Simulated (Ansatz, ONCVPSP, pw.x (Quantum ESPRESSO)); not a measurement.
Pm: one change to the ONCV potential, in the atom and in the sc crystal

* Element: Pm (Z = 61)
* Generator: ONCVPSP 4.0.1.1 (patched build)
* Type: optimised norm-conserving Vanderbilt (ONCV)
* Functional: LDA (Perdew-Wang 92)
* Relativity: scalar-relativistic
* Frozen core: [Kr] 4d10
* Valence charge: 15
* Reference configuration: 4f4.5 5s2 5p6 5d0.5 6s2
* Partial waves: 5s+6s: rc 2.20 bohr, ncon 4, nbas 8, qcut 6.1 1/bohr, 3 projectors, debl 0.3 Ha; 5p: rc 2.20 bohr, ncon 4, nbas 8, qcut 7.2 1/bohr, 1 projector; 5d: rc 4.00 bohr, ncon 3, nbas 8, qcut 4 1/bohr, 1 projector; 4f: rc 1.60 bohr, ncon 4, nbas 9, qcut 11.8 1/bohr, 1 projector
* Local potential: polynomial inside 1.40 bohr (lpopt 3, dvloc0 0 Ha)
* Core correction: Teter function, fcfact 1.75, rcfact 1.25

Change: d: qcut 4.2.

Cutoffs, loose and tight: the cutoffs (Ha) at which the residual kinetic energy of the hardest occupied pseudo-wave falls to 1 and 0.1 mHa per electron. They do not see the model core or the augmentation charge, which bear on the density cutoff. Test errors are all-electron minus pseudo excitation energies from the reference, over the configurations 4f5 5s2 5p6 5d0 6s2; 4f5 5s2 5p6 5d0 6s1; 4f5 5s2 5p6 5d0 6s0; 4f3 5s2 5p6 5d0 6s0; variants that change the core or the reference have their own tests.

Crystal test: sc Pm in pw.x 7.5, no spin, 13³ k-points, Fermi–Dirac smearing 0.01 Ry, cutoffs set for each file from its atomic test. The reference is all-electron LAPW (Ansatz 0.2.0) with the same functional, mesh and smearing; V0 and B0 come from Birch–Murnaghan fits to the pressures at five volumes. Errors are pseudo minus all-electron; Δ is the rms difference of the E(V) curves that follow from these fits, minima aligned, over ±6 % about the mean V0. Mesh and smearing are coarse, so the numbers serve the comparison and aren't converged zero-temperature values; the lattice is a test structure that the element need not adopt. Spin polarisation and strong correlation are left out, which matters for this element.

All-electron: a0 = 2.518 Å (V0 = 15.97 Å³/atom), B0 = 171.4 GPa.

**Question.** Does the change bring the crystal closer to the all-electron result?

**Answer.** The mean pressure error goes from -17.56 to -13.65 GPa, so the change moves the solid closer to the all-electron pressures. Neither pressure curve crosses zero within the volumes sampled, so no fits are given.

```csv
quantity,base,changed
outcome (atom),generated,generated
"cutoff, loose (atom)",55 Ha,55 Ha
"cutoff, tight (atom)",60 Ha,60 Ha
bound ghosts (atom),none,none
largest test error (meV) (atom),tests left out (the all-electron energies of this program are off by 10 to 40 meV for near-neutral 4f atoms),tests left out (the all-electron energies of this program are off by 10 to 40 meV for near-neutral 4f atoms)
cutoffs in pw.x (Ry),140/560,140/560
mean pressure error (GPa),-17.56,-13.65
```

Base: The largest radius (4.00 bohr) exceeds half the bond length (2.38 bohr), so the spheres overlap, which is one possible source of error among others. This is a poor potential for the solid. Atomic configuration tests: tests left out (the all-electron energies of this program are off by 10 to 40 meV for near-neutral 4f atoms). Changed file: The largest radius (4.00 bohr) exceeds half the bond length (2.38 bohr), so the spheres overlap, which is one possible source of error among others. This is a poor potential for the solid. Atomic configuration tests: tests left out (the all-electron energies of this program are off by 10 to 40 meV for near-neutral 4f atoms).
